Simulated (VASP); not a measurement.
# A VASP 6.6.1 single-point calculation on AlN

INCAR

```
SIGMA = 1
ISIF = 2
LCHARG = .FALSE.
ALGO = Normal
PREC = Accurate
ENCUT = 520
NBANDS = 11
NELM = 58
LREAL = .FALSE.
NSW = 0
METAGGA = R2SCAN
LASPH = .TRUE.
LWAVE = .FALSE.
ISMEAR = 1
IBRION = -1
EDIFF = 1E-7
```

KPOINTS

```
KPOINTS created by Atomic Simulation Environment
0
Gamma
10 10 10
0 0 0
```

POSCAR

```
Al N
 1.0000000000000000
     0.0258415161000000    2.0188684453999999    2.0188684453999999
     2.0188684453999999    0.0258415161000000    2.0188684453999999
     2.0447099615000002    2.0447099615000002    0.0000000000000000
 Al  N
   1   1
Cartesian
  0.0000000000000000  0.0000000000000000  0.0000000000000000
  2.0447099614999997  2.0447099614999997  2.0188684453999999
```

The recommended PBE PAW datasets give the neutral cell 8 valence electrons.

Command

```
mpirun -np 1 vasp_std
```

**Question.** How does this run end, and what does it give?

**Answer.** It converged. Results: gap between bands v and c on the k mesh 5.08 eV; least direct gap on the k mesh 6.37 eV; pressure -1.1 GPa. Band v is the last that the valence electrons fill when counted band by band, and c is the next.

OSZICAR

```
N       E                     dE             d eps       ncg     rms          rms(c)
DAV:   1     0.524953679762E+01    0.52495E+01   -0.41849E+03  3842   0.644E+02
DAV:   2    -0.217382215821E+02   -0.26988E+02   -0.25892E+02  4529   0.145E+02
DAV:   3    -0.225167521451E+02   -0.77853E+00   -0.77452E+00  4550   0.225E+01
DAV:   4    -0.225201581343E+02   -0.34060E-02   -0.34057E-02  4247   0.160E+00
DAV:   5    -0.225201907497E+02   -0.32615E-04   -0.32615E-04  4472   0.149E-01    0.790E+00
DAV:   6    -0.187950163163E+02    0.37252E+01   -0.54193E+00  4092   0.124E+01    0.352E+00
DAV:   7    -0.188497620287E+02   -0.54746E-01   -0.39490E-01  4299   0.443E+00    0.204E+00
DAV:   8    -0.188684758194E+02   -0.18714E-01   -0.38683E-02  4014   0.149E+00    0.294E-01
DAV:   9    -0.188681562481E+02    0.31957E-03   -0.19391E-03  4421   0.285E-01    0.114E-01
DAV:  10    -0.188683012714E+02   -0.14502E-03   -0.27443E-04  4236   0.133E-01    0.647E-02
DAV:  11    -0.188683066801E+02   -0.54087E-05   -0.53220E-05  4448   0.420E-02    0.127E-02
DAV:  12    -0.188683069459E+02   -0.26582E-06   -0.22208E-06  4173   0.126E-02    0.248E-03
DAV:  13    -0.188683069082E+02    0.37750E-07   -0.50898E-07  4353   0.415E-03
   1 F= -.18868307E+02 E0= -.18885364E+02  d E =0.511727E-01
```

One setting is odd (smearing far too wide), but here it hardly changes the result.

On sound settings r²SCAN gives a gap of 5.07 eV on its mesh and a pressure of -0.7 GPa for the intended cell. This run's energy (σ→0) differs from it by 0 meV an atom.
